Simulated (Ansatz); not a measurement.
The parent structure is SiC (space group P6_3mc, No. 186; a = 3.094 Å, c = 10.129 Å).

(Cell as relaxed with PBE.)

Levels (all Ansatz, a quantum-chemistry and plane-wave program, PAW): PBE (420 eV, scalar-relativistic without spin-orbit coupling); r2SCAN (500 eV, no spin-orbit coupling).

Each level relaxes its own structure.

```tsv
base	PBE	r2SCAN
volume per atom	10.50 Å³	10.33 Å³
lattice parameter a	309.4 pm	307.8 pm
band gap	2.22 eV	2.60 eV
```

Perturbation: Pb takes the place of Si on all its sites, then cell and atoms are relaxed.

```tsv
quantity	PBE	r2SCAN
shortest interatomic distance	231.2 pm	229.1 pm
c/a ratio	3.272	3.273
```

PBE's shortest interatomic distance lies 2.1 pm above r2SCAN's (0.9 %). Neither level is exact; r2SCAN is the comparison here, not a measurement.

With Pb present, leaving out spin-orbit coupling can change the band edges. No phonon test of stability was made. As relaxed here, PbC is a hypothetical phase, not in the database extracts checked. The final runs are not spin-polarised.
